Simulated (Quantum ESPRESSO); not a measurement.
Mo under changes of volume

One of the cells (15.892 Å³/atom); the others are scaled copies at fixed shape and fractional positions:

```
Mo
1.0
    -1.58381    1.58381    1.58381
     1.58381   -1.58381    1.58381
     1.58381    1.58381   -1.58381
Mo
1
Direct
  0.00000 0.00000 0.00000
```

```yaml
Program: Quantum ESPRESSO 7.5
Functional: r2SCAN
Potentials_or_basis: SG15 PBE 1.2
Cutoff: 952 eV
Density_cutoff: 3810 eV
k_mesh: 9 × 9 × 9
Occupations: fermi-dirac, width 0.05 eV
Spin: no spin polarisation
```

```tsv
volume (Å³/atom)	energy over the lowest point (meV/atom)	pressure (GPa)
14.938	22.78	12.4
15.256	5.07	5.7
15.574	0.00	-0.3
15.892	6.23	-5.6
16.209	?	?
16.527	47.52	-14.6
16.845	80.43	-18.4
```

Q: What does the run at 16.209 Å³/atom give?

A: Energy over the lowest point 22.46 meV/atom; pressure -10.4 GPa.

Worked out: A Birch-Murnaghan fit of order 3 (a polynomial in V^(-2/3)) to the other rows has its minimum at 15.55 Å³/atom with B0 = V·E''(V) = 280 GPa and B' = 4.9. It gives 22.42 meV/atom at 16.209 Å³/atom, against the run's 22.46, and -dE/dV = -10.5 GPa, against -10.4.

Energies are extrapolated to zero smearing.

Caveats: the potentials were made for another functional, which shifts forces and pressure.
